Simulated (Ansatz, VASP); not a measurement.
# ZnO (zincite): VASP beside Ansatz

```xyz
4
Lattice="3.2795 0.0000 0.0000 -1.6397 2.8401 0.0000 0.0000 0.0000 5.2933" Properties=species:S:1:pos:R:3 pbc="T T T"
Zn    0.0000    1.8934    2.6465
Zn    1.6397    0.9467   -0.0002
O     1.6397    0.9467    2.0064
O     0.0000    1.8934    4.6530
```

Alike in both runs: task relaxation of cell and atoms; functional PBE; dispersion D3(BJ); k mesh 9 × 9 × 6; occupations gaussian, width 0.02 eV; no spin polarisation.

|  | VASP | Ansatz |
| --- | --- | --- |
| version | VASP 6.6.1 | Ansatz 0.2.0 |
| potentials or method | VASP PAW PBE potentials, release 64 (Zn, O) | scalar-relativistic, plane waves, PAW |
| plane-wave cutoff (eV) | 600 | 420 |
| valence electrons in the cell | 36 | 36 |

|  | VASP | Ansatz | Ansatz less VASP |
| --- | --- | --- | --- |
| gap on the k mesh at the Fermi level, each at its own relaxed structure (eV) | 0.75 | 0.78 | +0.022 |
| relaxed volume (Å³/atom) | 12.12 | 12.06 | -0.067 |
| relaxed cell length with the largest relative difference (Å) | 3.261 | 3.255 | -0.0066 |
| energy change over the relaxation (meV/atom) | -1 | -2 | -1.1 |
